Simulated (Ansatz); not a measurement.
# MgTe (wurtzite): phonons and dielectric response

Aim: the lattice vibrations of MgTe (wurtzite) at its relaxed cell, and whether any of them is unstable, with its dielectric response.

Program: Ansatz 0.2.0. Level of theory: DFT PBEsol, scalar-relativistic, plane waves, PAW. These are calculated values, not measurements.

2 further runs of the same task are left out: 2 set aside as unsound or not needed.

## Step 1: The starting structure

Symmetry: P6_3mc, No. 186, hexagonal system. Conventional cell: a = 4.559 Å, b = 4.559 Å, c = 7.417 Å, α = 90.00°, β = 90.00°, γ = 120.00°. Around Mg (site symmetry 3m) lie 4 Te at 2.79 Å. Te (site symmetry 3m) is surrounded by 4 Mg at 2.79 Å.

Structure file:

```xyz
4
Lattice="4.5593 0.0000 0.0000 -2.2796 3.9484 0.0000 0.0000 0.0000 7.4174" Properties=species:S:1:pos:R:3 pbc="T T T"
Mg    2.2796    1.3161    0.0066
Mg    0.0000    2.6323    3.7154
Te    2.2796    1.3161    4.6307
Te    0.0000    2.6323    0.9220
```

An earlier run at PBEsol left this cell at 33.382 Å³/atom and 0.00 GPa (8×8×6 mesh).

## Step 2: The dielectric function

Contents of input.yaml:

```yaml
crystal:
  lattice:
    - [4.5592725291, 0.0, 0.0]
    - [-2.2796362645, 3.948445833, 0.0]
    - [0.0, 0.0, 7.417414204]
  atoms:
    - { symbol: Mg, position: [0.6666666667, 0.3333333333, 0.0008961874] }
    - { symbol: Mg, position: [0.3333333333, 0.6666666667, 0.5008961874] }
    - { symbol: Te, position: [0.6666666667, 0.3333333333, 0.6243038126] }
    - { symbol: Te, position: [0.3333333333, 0.6666666667, 0.1243038126] }
basis:
  ecutwfc: 420
  ecutrho_ratio: 4
kpoints:
  mp_grid: { grid: [8, 8, 6] }
hamiltonian:
  xc: pbesol
scf:
  occupations: { method: gaussian, width: 0.05 }
  n_extra_bands: 32
output:
  forces: true
  stress: true
  eigenvalues: true
  optics: { de: 0.05 }
  efg: {}
```

Run with:

```
ansatz run input.yaml --threads 4 --pin off --max-ram 8192MiB --backend cpu --events-out ev --progress --plain --runs-dir out
```

## Step 3: Phonons from displacements in a 2×2×1 supercell

input.yaml: that of step 2 with these lines changed.

```diff
@@ -14,3 +14,3 @@
 kpoints:
-  mp_grid: { grid: [8, 8, 6] }
+  mp_grid: { grid: [6, 6, 4] }
 hamiltonian:
@@ -19,8 +19,12 @@
   occupations: { method: gaussian, width: 0.05 }
-  n_extra_bands: 32
-output:
-  forces: true
-  stress: true
-  eigenvalues: true
-  optics: { de: 0.05 }
-  efg: {}
+output: {}
+phonons:
+  method: fd
+  supercell: [2, 2, 1]
+  qpath:
+    path:
+      - [[0.0, 0.0, 0.0], [0.5, 0.0, 0.0], [0.33333333, 0.33333333, 0.0], [0.0, 0.0, 0.0], [0.0, 0.0, 0.5], [0.5, 0.0, 0.5], [0.33333333, 0.33333333, 0.5], [0.0, 0.0, 0.5]]
+      - [[0.5, 0.0, 0.5], [0.5, 0.0, 0.0]]
+      - [[0.33333333, 0.33333333, 0.5], [0.33333333, 0.33333333, 0.0]]
+    npoints: 6
+  temperatures: { t_min: 0, t_max: 1000, t_step: 100 }
```

Before running it: what results should come out? Wanted: strongest peak of ε2; ε∞, independent particles; highest frequency; imaginary modes; zero-point energy.

As calculated:

| quantity | value |
| --- | --- |
| strongest peak of ε2 | 17.3 at 4.50 eV |
| ε∞, independent particles | 6.21 |
| highest frequency | 267 cm⁻¹ at M |
| imaginary modes | none beyond 15 cm⁻¹ |
| zero-point energy | 28.6 meV/atom |

In words: On this grid of 0.25 eV, ε2 first passes 0.5 at 2.75 eV and peaks at 4.50 eV. The onset follows the calculated direct gap (2.39 eV on the mesh), and excitons are left out. No branch is imaginary beyond noise, so the structure is dynamically stable along this path. Points that don't fit the supercell are interpolated.

These are semilocal Kohn-Sham gaps, which aren't the measured quantity. Such gaps usually fall short of the measured ones; spin-orbit coupling, left out here, narrows gaps with Te, so the two errors partly cancel. Spin-orbit coupling is left out, though the cell holds Te; it can move the gap.
